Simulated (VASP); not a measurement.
# Bi2Te3 (Tellurobismuthite) (R-3m) in VASP: equation of state, part 2 of 2

VASP 6.6.1.

## Step 4: Equation of state, PBEsol, 33.19 Å³/atom (volume scaled by 0.98)

The input, INCAR:

```
SYSTEM = Bi2Te3
ALGO = Normal ; EDIFF = 1E-7
ENCUT = 520 ; GGA = PS
ISIF = 2 ; ISMEAR = -1
KPAR = 2 ; LASPH = .True.
LCHARG = .False. ; LREAL = .False.
LWAVE = .False. ; NBANDS = 32
NELM = 60 ; PREC = Accurate
SIGMA = 0.05
```

The input, KPOINTS:

```
k-points
0
Gamma
  7 7 7
  0 0 0
```

The input, POSCAR:

```
Bi2Te3
1.0
    2.1782814357      1.2576313732     10.0974386602
   -2.1782814357      1.2576313732     10.0974386602
    0.0000000000     -2.5152627466     10.0974386602
Bi Te
2 3
Direct
    0.6000000000      0.6000000000      0.6000000000
    0.4000000000      0.4000000000      0.4000000000
    0.7905000000      0.7905000000      0.7905000000
    0.2095000000      0.2095000000      0.2095000000
    0.0000000000      0.0000000000      0.0000000000
```

Potentials or basis: VASP PAW PBE potentials, release 64 (Bi_d, Te).

Started as:

```bash
$ cat potpaw_PBE.64/Bi_d/POTCAR potpaw_PBE.64/Te/POTCAR > POTCAR
$ mpirun -np 2 vasp_std > vasp.out
```

OUTCAR:

```text
SYSTEM = Bi2Te3
   EDIFF = 1E-7
   ENCUT = 520
   GGA = PS
   ISIF = 2
   ISMEAR = -1
   LASPH = .True.
   LREAL = .False.
   NELM = 60
   PREC = Accurate

 Found     44 irreducible k-points:

 Following reciprocal coordinates:
            Coordinates               Weight
  0.000000  0.000000  0.000000      1.000000
  0.142857 -0.000000  0.000000      6.000000
  0.285714  0.000000  0.000000      6.000000
  0.428571  0.000000  0.000000      6.000000
  0.142857  0.142857  0.000000      6.000000
  0.285714  0.142857  0.000000     12.000000
   k-points           NKPTS =     44   k-points in BZ     NKDIM =     44   number of bands    NBANDS=     32
   number of dos      NEDOS =    301   number of ions     NIONS =      5
   total plane-waves  NPLWV = 512000
   dimension x,y,z NGX =    80 NGY =   80 NGZ =   80
   dimension x,y,z NGXF=   160 NGYF=  160 NGZF=  160
   ions per type =               2   3
   NGX,Y,Z   is equivalent  to a cutoff of  12.78, 12.78, 12.78 a.u.
   NGXF,Y,Z  is equivalent  to a cutoff of  25.56, 25.56, 25.56 a.u.
 SYSTEM =  Bi2Te3
   PREC   = accura    normal or accurate (medium, high low for compatibility)
   ISTART =      0    job   : 0-new  1-cont  2-samecut
   ICHARG =      2    charge: 1-file 2-atom 10-const
   ISPIN  =      1    spin polarized calculation?
   LNONCOLLINEAR =      F non collinear calculations
   LSORBIT =      F    spin-orbit coupling
   LASPH  =      T    aspherical Exc in radial PAW
   ENCUT  =  520.0 eV  38.22 Ry    6.18 a.u.  19.35 19.35 19.35*2*pi/ulx,y,z
   NELM   =     60;   NELMIN=  2; NELMDL= -5     # of ELM steps
   EDIFF  = 0.1E-06   stopping-criterion for ELM
   LREAL  =      F    real-space projection
   EDIFFG = 0.1E-05   stopping-criterion for IOM
   NSW    =      0    number of steps for IOM
   IBRION =     -1    ionic relax: 0-MD 1-quasi-New 2-CG
   NFREE  =      0    steps in history (QN), initial steepest desc. (CG)
   ISIF   =      2    stress and relaxation
   ISYM   =      2    0-nonsym 1-usesym 2-fastsym
   POTIM  = 0.5000    time-step for ionic-motion
   TEBEG  =    0.0;   TEEND  =   0.0 temperature during run
   PSTRESS=    0.0 pullay stress
   NELECT =      48.0000    total number of electrons
   NUPDOWN=      -1.0000    fix difference up-down
   EMIN   =  10.00;   EMAX   =-10.00  energy-range for DOS
   EFERMI =   0.00;   METHOD = LEGACY
   ISMEAR =    -1;   SIGMA  =   0.05  broadening in eV -4-tet -1-fermi 0-gaus
   EFERMI_NEDOS =   21; number of points for ismear=-14 and -15
   IALGO  =     38    algorithm
   IMIX   =      4    mixing-type and parameters
     AMIX     =   0.40;   BMIX     =  1.00
     AMIX_MAG =   1.60;   BMIX_MAG =  1.00
  volume/ion in A,a.u.               =      33.19       224.00
  Fermi-wavevector in a.u.,A,eV,Ry     =   1.082626  2.045867 15.947117  1.172080
  Thomas-Fermi vector in A             =   2.218673
   LORBIT       =      0    0 simple, 1 ext, 2 COOP (PROOUT), +10 PAW based schemes
   GGA     = PS    functional components
   LHFCALC =     F    Hartree Fock is set to
   AEXX    =    0.0000 exact exchange contribution
   IVDW    =     0    specifies the selected vdW correction
   LEPSILON=     F    determine dielectric tensor
   LRPA    =     F    only Hartree local field effects (RPA)
 non-spin polarized calculation
  energy-cutoff  :      520.00
  volume of cell :      165.97
 maximum number of plane-waves:      4490
 NGX is ok and might be reduce to    80
   NGX = 39   NGY = 39   NGZ = 39

 number of electron      48.0000006 magnetization

 Free energy of the ion-electron system (eV)
  ---------------------------------------------------
  ext. energy  EPLUGINS =         0.00000000
  ---------------------------------------------------
  free energy    TOTEN  =       -20.29334820 eV

  energy without entropy =      -20.29308263  energy(sigma->0) =      -20.29321542

 E-fermi :   6.4514     XC(G=0):  -9.5814

 val. band max:        6.3419607327   @ k =   0.0000   0.0000   0.0000
 cond. band min:       6.5562374830   @ k =   0.0000   0.0000   0.0000
 fundamental gap:      0.2142767504
 Fermi energy:         6.4514117142

 k-point     1 :       0.0000    0.0000    0.0000
  band No.  band energies     occupation
      1     -16.8135      2.00000
      2     -16.8135      2.00000
      3     -16.8118      2.00000
      4     -16.8118      2.00000
      5     -16.8024      2.00000
      6     -16.8009      2.00000
[... 24 lines left out ...]
     31      11.0377      0.00000
     32      11.5574      0.00000
[... 144 lines left out ...]
      2     -16.8161      2.00000
      3     -16.8092      2.00000
      4     -16.8090      2.00000
      5     -16.8005      2.00000
      6     -16.8002      2.00000
[... 24 lines left out ...]
     31      10.4961      0.00000
     32      10.5829      0.00000

 [... further k-points ...]

------------------------ aborting loop because EDIFF is reached ----------------------------------------

  FORCE on cell =-STRESS in cart. coord.  units (eV):
  Direction    XX          YY          ZZ          XY          YZ          ZX
  --------------------------------------------------------------------------------------
  -------------------------------------------------------------------------------------
  Total        0.5938344      0.5938344      0.3537908      0.0000000     -0.0000000      0.0000000
  in kB        5.7325272      5.7325272      3.4152878      0.0000000     -0.0000000      0.0000000
  external PRESSURE =       4.9601141 kB  Pullay stress =       0.0000000 kB

 VOLUME and BASIS-vectors are now :
 -----------------------------------------------------------------------------
  energy-cutoff  :      520.00
  volume of cell :      165.97
      direct lattice vectors                 reciprocal lattice vectors
     2.178281436  1.257631373 10.097438660     0.229538751  0.132524260  0.033011672
    -2.178281436  1.257631373 10.097438660    -0.229538751  0.132524260  0.033011672
     0.000000000 -2.515262747 10.097438660     0.000000000 -0.265048519  0.033011672

 POSITION                                       TOTAL-FORCE (eV/Angst)
 -----------------------------------------------------------------------------------
      0.00000     -0.00000     18.17539         0.000000     -0.000000      0.017764
      0.00000     -0.00000     12.11693         0.000000      0.000000     -0.017764
      0.00000     -0.00000     23.94608         0.000000     -0.000000      0.030242
      0.00000     -0.00000      6.34624         0.000000      0.000000     -0.030242
      0.00000      0.00000      0.00000         0.000000      0.000000     -0.000000
 -----------------------------------------------------------------------------------
    total drift:                               -0.000000     -0.000000     -0.000000

  FREE ENERGIE OF THE ION-ELECTRON SYSTEM (eV)
  ---------------------------------------------------
  free  energy   TOTEN  =       -20.2933482038 eV

  energy  without entropy=      -20.2930826299  energy(sigma->0) =      -20.29321542
```

It took 8.4 min on 2 MPI ranks of Intel Xeon 6975P-C (Granite Rapids), shared host; peak memory 1 GiB.

What came out:

* Free energy: -20.2933 eV
* Pressure: 0.5 GPa
* Largest force: 0.030 eV/Å
* Band gap on the k mesh: 0.21 eV, direct

Caveat: the PAW data sets were made with another functional, which shifts forces and pressure a little; spin-orbit coupling is left out, which as a rule narrows the gap of such compounds by several tenths of an eV; an odd mesh through Γ misses points on the zone boundary, where band edges often lie.

## Step 5: Equation of state, PBEsol, 34.55 Å³/atom (volume scaled by 1.02)

INCAR is that of step 4.

KPOINTS is that of step 4.

POSCAR, as its differences from that of step 4:

```diff
@@ -2,5 +2,5 @@
 1.0
-    2.1782814357      1.2576313732     10.0974386602
-   -2.1782814357      1.2576313732     10.0974386602
-    0.0000000000     -2.5152627466     10.0974386602
+    2.2075236021      1.2745143459     10.2329909245
+   -2.2075236021      1.2745143459     10.2329909245
+    0.0000000000     -2.5490286918     10.2329909245
 Bi Te
```

Started as:

```bash
$ cat potpaw_PBE.64/Bi_d/POTCAR potpaw_PBE.64/Te/POTCAR > POTCAR
$ mpirun -np 2 vasp_std > vasp.out
```

Run time: 8.8 min. Hardware: 2 MPI ranks of Intel Xeon 6975P-C (Granite Rapids), shared host; peak memory 1 GiB.

Results (log left out):

- Free energy: -20.2710 eV
- Pressure: -1.5 GPa
- Largest force: 0.215 eV/Å
- Band gap on the k mesh: 0.24 eV, direct

Caveat: the PAW data sets were made with another functional, which shifts forces and pressure a little; spin-orbit coupling is left out, which as a rule narrows the gap of such compounds by several tenths of an eV; an odd mesh through Γ misses points on the zone boundary, where band edges often lie.

## Step 6: Equation of state, PBEsol, 35.23 Å³/atom (volume scaled by 1.04)

INCAR is that of step 5.

KPOINTS is that of step 5.

POSCAR, as its differences from that of step 5:

```diff
@@ -2,5 +2,5 @@
 1.0
-    2.2075236021      1.2745143459     10.2329909245
-   -2.2075236021      1.2745143459     10.2329909245
-    0.0000000000     -2.5490286918     10.2329909245
+    2.2218585726      1.2827906449     10.2994407795
+   -2.2218585726      1.2827906449     10.2994407795
+    0.0000000000     -2.5655812900     10.2994407795
 Bi Te
```

Potentials or basis: VASP PAW PBE potentials, release 64 (Bi_d, Te).

Started as:

```bash
$ cat potpaw_PBE.64/Bi_d/POTCAR potpaw_PBE.64/Te/POTCAR > POTCAR
$ mpirun -np 2 vasp_std > vasp.out
```

Run time: 8.3 min. Hardware: 2 MPI ranks of Intel Xeon 6975P-C (Granite Rapids), shared host; peak memory 1 GiB.

It converged, with:

```
Free energy            : -20.2297 eV
Pressure               : -2.4 GPa
Largest force          : 0.326 eV/Å
Band gap on the k mesh : 0.25 eV, direct
```

Caveat: the PAW data sets were made with another functional, which shifts forces and pressure a little; spin-orbit coupling is left out, which as a rule narrows the gap of such compounds by several tenths of an eV; an odd mesh through Γ misses points on the zone boundary, where band edges often lie.

## Step 7: Equation of state, PBEsol, 35.90 Å³/atom (volume scaled by 1.06)

INCAR is that of step 6.

KPOINTS is that of step 6.

POSCAR, as its differences from that of step 6:

```diff
@@ -2,5 +2,5 @@
 1.0
-    2.2218585726      1.2827906449     10.2994407795
-   -2.2218585726      1.2827906449     10.2994407795
-    0.0000000000     -2.5655812900     10.2994407795
+    2.2360109196      1.2909615063     10.3650440818
+   -2.2360109196      1.2909615063     10.3650440818
+    0.0000000000     -2.5819230127     10.3650440818
 Bi Te
```

Started as:

```bash
$ cat potpaw_PBE.64/Bi_d/POTCAR potpaw_PBE.64/Te/POTCAR > POTCAR
$ mpirun -np 2 vasp_std > vasp.out
```

Run time: 9.2 min. Hardware: 2 MPI ranks of Intel Xeon 6975P-C (Granite Rapids), shared host; peak memory 1 GiB.

It converged, with:

```yaml
Free_energy: -20.1712 eV
Pressure: -3.2 GPa
Largest_force: 0.429 eV/Å
Band_gap_on_the_k_mesh: 0.26 eV, direct
```

Caveat: the PAW data sets were made with another functional, which shifts forces and pressure a little; spin-orbit coupling is left out, which as a rule narrows the gap of such compounds by several tenths of an eV; an odd mesh through Γ misses points on the zone boundary, where band edges often lie.

## Step 8: Equation of state, PBEsol

No new run: the results of the series are fitted here.

What came out:

```yaml
Equilibrium_volume: 33.52 Å³/atom
Bulk_modulus_at_fixed_shape_and_positions: 53 GPa
Pressure_derivative_of_the_bulk_modulus: 4.6
```

Energy against volume, from the lowest point:
| volume (Å³/atom) | energy (meV/atom) |
| --- | --- |
| 31.839 | 14.90 |
| 32.517 | 4.75 |
| 33.194 | 0.00 |
| 33.871 | 0.08 |
| 34.549 | 4.48 |
| 35.226 | 12.73 |
| 35.904 | 24.42 |

Caveat: the cell was scaled at fixed shape and fractional positions, which overstates the stiffness of a crystal with free parameters, most of all of layers and chains; the PAW data sets were made with another functional, which shifts forces and pressure a little; spin-orbit coupling is left out, which moves the levels of the heavy elements.
